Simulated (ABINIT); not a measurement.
# Li (Im-3m) in ABINIT: settings compared, part 2 of 2

ABINIT 10.8.3 (patched build).

**4. Band structure, LDA**

File run.abi:

```
ndtset 2

pp_dirpath "./"
pseudos "Li.hgh"

acell 3.0391429495 3.0391429495 3.0391429495 Angstrom
rprim
    -0.5773502692     0.5773502692     0.5773502692
     0.5773502692    -0.5773502692     0.5773502692
     0.5773502692     0.5773502692    -0.5773502692
ntypat 1
znucl 3
natom 1
typat 1
xred
     0.0000000000     0.0000000000     0.0000000000

ecut 435.382180 eV

ixc 7

occopt 3
tsmear 0.05 eV

nstep 100

iomode 3
prtwf 0
prteig 0
prtebands 0
prtden1 1
prtvha1 1
prtvclmb1 1
prtpot1 1
prtelf1 1

kptopt1 1
ngkpt1 11 11 11
nshiftk1 1
shiftk1 0.0 0.0 0.0
nband1 5
tolvrs1 1.0e-10

iscf2 -2
getden2 1
nband2 11
nbdbuf2 4
tolwfr2 1.0e-11
kptopt2 -5
ndivsm2 5
prteig2 1
kptbounds2
     0.0000000000     0.0000000000     0.0000000000
     0.5000000000    -0.5000000000     0.5000000000
     0.0000000000     0.0000000000     0.5000000000
     0.0000000000     0.0000000000     0.0000000000
     0.2500000000     0.2500000000     0.2500000000
     0.5000000000    -0.5000000000     0.5000000000
```

Potentials or basis: HGH LDA.

Command:

```console
> abinit run.abi > log 2>&1
```

run.abo:

```text
.Version 10.8.3 of ABINIT
 DATASET    1 : space group Im -3 m (#229); Bravais cI (body-center cubic)
================================================================================
 Values of the parameters that define the memory need for DATASET  1.
     intxc =       0    ionmov =       0      iscf =       7    lmnmax =       2
     lnmax =       2     mgfft =      24  mpssoang =       2    mqgrid =    3001
     natom =       1  nloc_mem =       1    nspden =       1   nspinor =       1
    nsppol =       1      nsym =      48    n1xccc =       0    ntypat =       1
    occopt =       3   xclevel =       1
       mpw =         458          nfft =       13824          nkpt =          56
================================================================================
================================================================================

 DATASET    2 : space group Im -3 m (#229); Bravais cI (body-center cubic)
================================================================================
 Values of the parameters that define the memory need for DATASET  2.
     intxc =       0    ionmov =       0      iscf =      -2    lmnmax =       2
     lnmax =       2     mgfft =      24  mpssoang =       2    mqgrid =    3001
     natom =       1  nloc_mem =       1    nspden =       1   nspinor =       1
    nsppol =       1      nsym =      48    n1xccc =       0    ntypat =       1
    occopt =       3   xclevel =       1
       mpw =         466          nfft =       13824          nkpt =          30
================================================================================
================================================================================

--------------------------------------------------------------------------------
------------- Echo of variables that govern the present computation ------------
--------------------------------------------------------------------------------
 -outvars: echo values of preprocessed input variables --------
            acell      5.7431478320E+00  5.7431478320E+00  5.7431478320E+00 Bohr
              amu      6.94100000E+00
             ecut      1.60000000E+01 Hartree
           getden1          0
           getden2          1
             iscf1          7
             iscf2         -2
                       outvar_i_n : Printing only first  50 k-points.
              ixc           7
           jdtset        1    2
                       outvar_i_n : Printing only first  50 k-points.
           kptopt1          1
           kptopt2         -5
         kptrlatt       11    0    0      0   11    0      0    0   11
          kptrlen1     6.31746262E+01
          kptrlen2     3.00000000E+01
            natom           1
            nband1          5
            nband2         11
           nbdbuf1          0
           nbdbuf2          4
           ndtset           2
           ndivsm1          0
           ndivsm2          5
            ngfft          24      24      24
             nkpt1         56
             nkpt2         30
            nstep         100
             nsym          48
           ntypat           1
                       prtocc : prtvol=0, do not print more k-points.
           occopt           3
        prtebands           0
           prteig1          0
           prteig2          1
           prtelf1          1
           prtelf2          0
           prtpot1          1
           prtpot2          0
         prtvclmb1          1
         prtvclmb2          0
           prtvha1          1
           prtvha2          0
            prtwf           0
            rprim     -5.7735026920E-01  5.7735026920E-01  5.7735026920E-01
                       5.7735026920E-01 -5.7735026920E-01  5.7735026920E-01
                       5.7735026920E-01  5.7735026920E-01 -5.7735026920E-01
           shiftk1     0.00000000E+00  0.00000000E+00  0.00000000E+00
           shiftk2     5.00000000E-01  5.00000000E-01  5.00000000E-01
          spgroup         229
[... 232 lines left out ...]
  1.68E-09  1.65E-07  1.94E-06
[... 123 lines left out ...]
  2.04E-12  3.41E-12  5.94E-12  1.23E-12  2.82E-12  9.44E-12  4.30E-12  5.05E-12
  1.00E-12  6.05E-11  7.35E-08
  1.5099E-01  1.5099E-01  2.3557E-01  4.6279E-01  4.6279E-01  4.9653E-01
  7.8366E-01  9.7915E-01  9.7915E-01  1.1343E+00  1.2859E+00
 Non-SCF case, kpt   29 (  0.45833 -0.37500  0.45833), residuals and eigenvalues=
  1.86E-12  3.10E-12  7.40E-13  8.30E-13  2.98E-12  4.53E-12  4.13E-12  5.71E-12
  2.50E-11  2.99E-08  1.41E-11
  1.9154E-01  1.9154E-01  2.2701E-01  3.6744E-01  3.6744E-01  4.9429E-01
  9.2952E-01  1.0192E+00  1.0192E+00  1.1332E+00  1.1961E+00
 Non-SCF case, kpt   30 (  0.50000 -0.50000  0.50000), residuals and eigenvalues=
  7.56E-13  5.48E-12  5.12E-14  2.89E-12  6.14E-12  2.29E-12  6.29E-12  2.25E-10
  2.93E-09  8.00E-09  5.04E-06
  2.2354E-01  2.2354E-01  2.2354E-01  3.1711E-01  3.1711E-01  4.9200E-01
  1.0494E+00  1.0494E+00  1.0494E+00  1.1488E+00  1.1488E+00

--- !ResultsGS
iteration_state: {dtset: 2, }
comment   : Summary of ground state results
lattice_vectors:
- [ -3.3158079,   3.3158079,   3.3158079, ]
- [  3.3158079,  -3.3158079,   3.3158079, ]
- [  3.3158079,   3.3158079,  -3.3158079, ]
lattice_lengths: [   5.74315,    5.74315,    5.74315, ]
lattice_angles: [109.471, 109.471, 109.471, ] # degrees, (23, 13, 12)
lattice_volume:   1.4582369E+02
convergence: {deltae:  0.000E+00, res2:  0.000E+00, residm:  9.756E-12, diffor:  0.000E+00, }
etotal    :  -2.64692391E-01
entropy   :   0.00000000E+00
fermie    :   3.47926089E-02
cartesian_stress_tensor: null
pressure_GPa: null
xred      :
- [  0.0000E+00,   0.0000E+00,   0.0000E+00, Li]
cartesian_forces: null
force_length_stats: {min: null, max: null, mean: null, }
...

 Integrated electronic density in atomic spheres:
 ------------------------------------------------
 Atom  Sphere_radius  Integrated_density
    1        2.00000          0.18388913
================================================================================

 ----iterations are completed or convergence reached----

 Mean square residual over all n,k,spin=   26.869E-13; max=  97.561E-13
 reduced coordinates (array xred) for    1 atoms
       0.000000000000      0.000000000000      0.000000000000

 cartesian coordinates (angstrom) at end:
    1      0.00000000000000     0.00000000000000     0.00000000000000
 length scales=  5.743147832039  5.743147832039  5.743147832039 bohr
              =  3.039142949500  3.039142949500  3.039142949500 angstroms
 Eigenvalues (hartree) for nkpt=  30  k points:
 kpt#   1, nband= 11, wtk=  1.00000, kpt=  0.0000  0.0000  0.0000 (reduced coord)
  -0.09203    0.53181    0.53181    0.53181    0.72065    0.72065    0.72065    0.75752
   0.75752    0.77329    0.77329
 kpt#   2, nband= 11, wtk=  1.00000, kpt=  0.0714 -0.0714  0.0714 (reduced coord)
  -0.08516    0.49993    0.49993    0.51819    0.64628    0.69236    0.69236    0.72978
   0.78902    0.86046    0.86046
 kpt#   3, nband= 11, wtk=  1.00000, kpt=  0.1429 -0.1429  0.1429 (reduced coord)
  -0.06442    0.43068    0.43068    0.49361    0.54578    0.70080    0.70080    0.75715
   0.86162    1.00216    1.00243
 kpt#   4, nband= 11, wtk=  1.00000, kpt=  0.2143 -0.2143  0.2143 (reduced coord)
  -0.02947    0.36018    0.36018    0.46348    0.47486    0.73972    0.73972    0.80276
   0.84674    0.96392    1.16806
 kpt#   5, nband= 11, wtk=  1.00000, kpt=  0.2857 -0.2857  0.2857 (reduced coord)
   0.02014    0.30152    0.30152    0.39945    0.46503    0.69415    0.80005    0.80005
   0.86657    1.02252    1.26191
 kpt#   6, nband= 11, wtk=  1.00000, kpt=  0.3571 -0.3571  0.3571 (reduced coord)
   0.08461    0.25846    0.25846    0.35371    0.45465    0.55680    0.87885    0.87885
[... 59 lines left out ...]
   0.11645    0.11645    0.24536    0.39863    0.71117    0.71117    0.71387    0.94182
   0.94182    1.09419    1.22750
 kpt#  27, nband= 11, wtk=  1.00000, kpt=  0.3750 -0.1250  0.3750 (reduced coord)
   0.12501    0.12501    0.24431    0.47177    0.57932    0.57932    0.70087    0.95223
   0.95223    1.12290    1.34946
 kpt#  28, nband= 11, wtk=  1.00000, kpt=  0.4167 -0.2500  0.4167 (reduced coord)
   0.15099    0.15099    0.23557    0.46279    0.46279    0.49653    0.78366    0.97915
   0.97915    1.13431    1.28587
 kpt#  29, nband= 11, wtk=  1.00000, kpt=  0.4583 -0.3750  0.4583 (reduced coord)
   0.19154    0.19154    0.22701    0.36744    0.36744    0.49429    0.92952    1.01920
   1.01920    1.13318    1.19612
 kpt#  30, nband= 11, wtk=  1.00000, kpt=  0.5000 -0.5000  0.5000 (reduced coord)
   0.22354    0.22354    0.22354    0.31711    0.31711    0.49200    1.04942    1.04942
   1.04942    1.14877    1.14877

== END DATASET(S) ==============================================================
================================================================================

 -outvars: echo values of variables after computation  --------
            acell      5.7431478320E+00  5.7431478320E+00  5.7431478320E+00 Bohr
           etotal1    -2.6469239108E-01
            fcart1    -0.0000000000E+00 -0.0000000000E+00 -0.0000000000E+00
            rprim     -5.7735026920E-01  5.7735026920E-01  5.7735026920E-01
                       5.7735026920E-01 -5.7735026920E-01  5.7735026920E-01
                       5.7735026920E-01  5.7735026920E-01 -5.7735026920E-01
           strten1     7.1528590197E-05  7.1528590197E-05  7.1528590197E-05
                       0.0000000000E+00  0.0000000000E+00  0.0000000000E+00
 Calculation completed.
```

Run time: 4.3 s. Hardware: 1 thread of Arm Neoverse V1, shared host; peak memory 0.15 GiB.

Results:

- Free energy: -7.2026 eV
- Pressure: -2.1 GPa
- Band gap on the k mesh: none (metal or under the smearing width)
- Valence electrons inside the program's atomic spheres: Li 0.18 (radii [1.0584] Å)

Levels at the corners of the path, in eV from the Fermi level:
| point | band 1 | band 2 | band 3 | band 4 |
| --- | --- | --- | --- | --- |
| Γ | -3.45 | 13.52 | 13.52 | 13.52 |
| H | 5.14 | 5.14 | 5.14 | 7.68 |
| N | 0.22 | 3.07 | 9.61 | 11.13 |
| Γ | -3.45 | 13.52 | 13.52 | 13.52 |
| P | 3.23 | 3.23 | 3.23 | 7.73 |
| H | 5.14 | 5.14 | 5.14 | 7.68 |

Caveat: HGH potentials are hard and often keep d shells in the core, so these values are rough.
